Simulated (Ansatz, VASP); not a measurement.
# One calculation of BAs, two programs

The input POSCAR:

```
BAs
1.0
    0.0000000000      2.3885000000      2.3885000000
    2.3885000000      0.0000000000      2.3885000000
    2.3885000000      2.3885000000      0.0000000000
B As
1 1
Direct
    0.0000000000      0.0000000000      0.0000000000
    0.2500000000      0.2500000000      0.2500000000
```

The input INCAR.step1:

```
PREC     = Accurate       # precision mode
ENCUT    = 520            # plane-wave cutoff, eV
ISMEAR   = 0              # smearing method
SIGMA    = 0.02           # smearing width, eV
LREAL    = False          # projectors in reciprocal space
LASPH    = True           # aspherical terms in the spheres
NELM     = 60             # most SCF steps
NBANDS   = 11             # bands
GGA      = PE             # functional
ALGO     = Normal         # electronic algorithm
EDIFF    = 1E-4           # SCF threshold, eV
LWAVE    = True           # write WAVECAR
LCHARG   = False          # write CHGCAR
```

INCAR.step2

```
PREC     = Accurate       # precision mode
ENCUT    = 520            # plane-wave cutoff, eV
EDIFF    = 1E-6           # SCF threshold, eV
ISMEAR   = 0              # smearing method
SIGMA    = 0.02           # smearing width, eV
LREAL    = False          # projectors in reciprocal space
LASPH    = True           # aspherical terms in the spheres
NELM     = 60             # most SCF steps
ALGO     = Normal         # electronic algorithm
ISIF     = 2              # what is computed and relaxed
LWAVE    = False          # write WAVECAR
LCHARG   = True           # write CHGCAR
METAGGA  = R2SCAN         # meta-GGA
LMIXTAU  = True         
LELF     = True           # ELF
LVHAR    = True         
NBANDS   = 11             # bands
ISTART   = 1
```

File KPOINTS:

```
regular mesh
0
Gamma
  10 10 10
```

Input for Ansatz:

```yaml
crystal:
  lattice:
    - [0.0, 2.3885, 2.3885]
    - [2.3885, 0.0, 2.3885]
    - [2.3885, 2.3885, 0.0]
  atoms:
    - { symbol: B, position: [0.0, 0.0, 0.0] }
    - { symbol: As, position: [0.25, 0.25, 0.25] }
basis:
  ecutwfc: 500
kpoints:
  mp_grid: { grid: [10, 10, 10] }
hamiltonian:
  xc: r2scan
scf:
  occupations: { method: gaussian, width: 0.02 }
output:
  forces: true
  stress: true
  eigenvalues: true
  populations: true
  write_density: true
  write_potential: true
  elf: true
  volumetric_format: npy
```

Alike in both runs: task single point; functional r2SCAN; k mesh 10 × 10 × 10; occupations gaussian, width 0.02 eV; no spin polarisation.

|  | VASP | Ansatz |
| --- | --- | --- |
| version | VASP 6.6.1 | Ansatz 0.2.0 |
| potentials or method | VASP PAW PBE potentials, release 64 (B, As) | scalar-relativistic, plane waves, PAW |
| plane-wave cutoff (eV) | 520 | 500 |
| valence electrons in the cell | 8 | 18 |

```csv
,VASP,Ansatz,Ansatz less VASP
gap on the k mesh at the Fermi level (eV),1.37,1.37,0.000
least direct gap on the mesh (eV),3.45,3.44,-0.004
pressure (GPa),0.9,0.6,-0.25
```

The two sets of potentials don't hold the same shells in valence.

Caveats: the PAW data sets were made with another functional, which shifts forces and pressure a little (VASP). A k mesh can miss the band edges.
